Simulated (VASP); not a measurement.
A calculation with VASP 6.6.1 of TiAl (native input, structure from a POSCAR):

Contents of INCAR:

```
PREC = Accurate
ENCUT = 520
EDIFF = 1E-6
ISMEAR = 0
SIGMA = 0.1
LREAL = False
LASPH = True
NELM = 80
ALGO = Normal
ISIF = 2
LWAVE = False
LCHARG = True
GGA = PE
LELF = True
LVHAR = True
NBANDS = 14
```

KPOINTS

```
Automatic mesh
0
Gamma
  8 8 8
```

File POSCAR:

```
TiAl
3.1791
    0.999988676040      0.000000000000      0.000000000000
    0.000000000000      0.999988676040      0.000000000000
    0.000000000000      0.000000000000      0.999988676040
Ti Al
1 1
Direct
    0.0000000000      0.0000000000      0.0000000000
    0.5000000000      0.5000000000      0.5000000000
```

Potentials or basis: VASP PAW PBE potentials, release 64 (Ti_pv, Al).

Command:

```console
$ cat potpaw_PBE.64/Ti_pv/POTCAR potpaw_PBE.64/Al/POTCAR > POTCAR
$ mpirun -np 1 vasp_std > vasp.out
```

The cell comes from a database or a generator and needn't be the stable form of this composition.

Q: Write the same calculation in another form: ASE script, structure from a POSCAR.

A: As run:

The input run.py:

```python
from ase.calculators.vasp import Vasp
from ase.dft.bandgap import bandgap
from ase.io import read

atoms = read('POSCAR')
calc = Vasp(
    directory='calc',
    xc='pbe',
    pp='PBE',
    setups='materialsproject',
    prec='Accurate',
    encut=520,
    ediff=1e-07,
    ismear=0,
    sigma=0.1,
    lreal=False,
    lasph=True,
    nelm=80,
    algo='Fast',
    isif=2,
    lwave=False,
    lcharg=False,
    kpts=[8, 8, 8],
    gamma=True,
    nbands=14,
)
atoms.calc = calc

print('energy (eV):', atoms.get_potential_energy())
print('free energy (eV):', atoms.get_potential_energy(force_consistent=True))
print('forces (eV/A):')
print(atoms.get_forces())
print('stress (eV/A^3, Voigt):', atoms.get_stress())
print('Fermi level (eV):', calc.get_fermi_level())
gap, top, bottom = bandgap(calc)
print('band gap (eV):', gap, 'from (spin, k, band)', top, 'to', bottom)
```

POSCAR

```
TiAl
1.0
    3.1790640000      0.0000000000      0.0000000000
    0.0000000000      3.1790640000      0.0000000000
    0.0000000000      0.0000000000      3.1790640000
Ti Al
1 1
Direct
    0.0000000000      0.0000000000      0.0000000000
    0.5000000000      0.5000000000      0.5000000000
```

Potentials or basis: VASP PAW PBE potentials, release 64 (Ti_pv, Al).

Run with:

```sh
$ python run.py
```

Both were run:

|  | native input, structure from a POSCAR | ASE script, structure from a POSCAR |
| --- | --- | --- |
| Pressure | 0.7 GPa | 0.8 GPa |
| Band gap on the k mesh | none (metal or under the smearing width) | none (metal or under the smearing width) |

Keys that steer only the numerical path or the files written may differ.
